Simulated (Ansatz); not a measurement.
## Bi in Ansatz: the effect of functional

The system is Bi.

```
Bi
1.0
     3.21664    0.00000    0.00000
     0.00000    3.20002    0.00000
    -0.07991    0.00000    6.40064
Bi
2
Direct
  0.54425 0.00000 0.74958
  0.45575 0.00000 0.25042
```

This isn't the form of Bi at room conditions, which is rhombohedral.

The cell isn't the ideal one: volume scaled by 0.98.

Alike in all runs:

| Property | Result |
| --- | --- |
| Program | Ansatz 0.2.0 |
| Task | single point |
| Potentials or basis | Ansatz PAW |
| k mesh | 8 × 8 × 4 |
| Occupations | fermi-dirac, width 0.05 eV |
| Spin | no spin polarisation |

| functional | cutoff | pressure (GPa) | largest force (eV/Å) |
| --- | --- | --- | --- |
| LDA | 420 eV (not typed: the program's choice for these potentials) | -0.7 | 0.01 |
| PBEsol | 420 eV (not typed: the program's choice for these potentials) | ? | ? |
| r2SCAN | 500 eV (not typed: the program's choice for these potentials) | 2.3 | 0.02 |

Question: What does the run with functional PBEsol give?

Answer: Pressure 0.6 GPa; largest force 0.01 eV/Å.

Caveats: the PAW data sets come from PBE, with cores solved anew for the run's functional, which leaves a small shift of forces and pressure.

Runs at the PBE level aren't shown here.
